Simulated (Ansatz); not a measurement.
Reactions of C$_{6}$H$_{9}$ClO$_{6}$Si (`CC(=O)O[Si](Cl)(OC(C)=O)OC(C)=O`).

Computed with Ansatz on PBE0-D4/def2-TZVP structures; ΔE is electronic, products minus reactants. CCSD(T)/CBS is the MP2 limit (def2-TZVPP, def2-QZVPP) plus CCSD(T) − MP2 in def2-TZVPP, frozen cores. This one scheme is used for every species, atoms too. DFT in def2-TZVPP. No spin–orbit coupling; open shells (•) take unrestricted orbitals. Spin–orbit coupling would lower the free atoms: a little for C, Cl, O, Si. def2 core potentials past Kr. For Sn outer-core shells are correlated without core-valence functions, so the limit isn't a true one: a few kJ/mol of doubt a bond, and 10 to 20 or more in all where bonds break to atoms. Each species was taken in one conformer, which may not be the lowest.

| reaction | ωB97M-V (kJ/mol) | CCSD/CBS(def2) (kJ/mol) | CCSD(T)/CBS(def2) (kJ/mol) |
| --- | --- | --- | --- |
| `CC(=O)O[Si](Cl)(OC(C)=O)OC(C)=O` → 6 C• + Cl• + 9 H• + 6 O• + Si• | 10390 | 10129 | 10336 |
| `CC(=O)O[Si](Cl)(OC(C)=O)OC(C)=O` + `CO[SiH2]OC(C)=O` → `CC(=O)O[Si](OC(C)=O)(OC(C)=O)OC(C)=O` + `CO[SiH2]Cl` | -14 | -15 | -14 |
| `CC(=O)O[Si](Cl)(OC(C)=O)OC(C)=O` + H–F → `CC(=O)O[Si](F)(OC(C)=O)OC(C)=O` + HCl | -53 | -55 | -51 |
| `CC(=O)O[Si](Cl)(OC(C)=O)OC(C)=O` + `CC(=O)O` → `CC(=O)O[Si](OC(C)=O)(OC(C)=O)OC(C)=O` + HCl | -1 | -4 | -3 |
| `CC(=O)O[Si](Cl)(OC(C)=O)OC(C)=O` + `N#[C][SnH2][F]` → `CC(=O)O[Si](F)(OC(C)=O)OC(C)=O` + `N#[C][SnH2][Cl]` | -87 | -94 | -90 |

Largest T1 diagnostic: 0.015, for `CC(=O)O[Si](OC(C)=O)(OC(C)=O)OC(C)=O`.
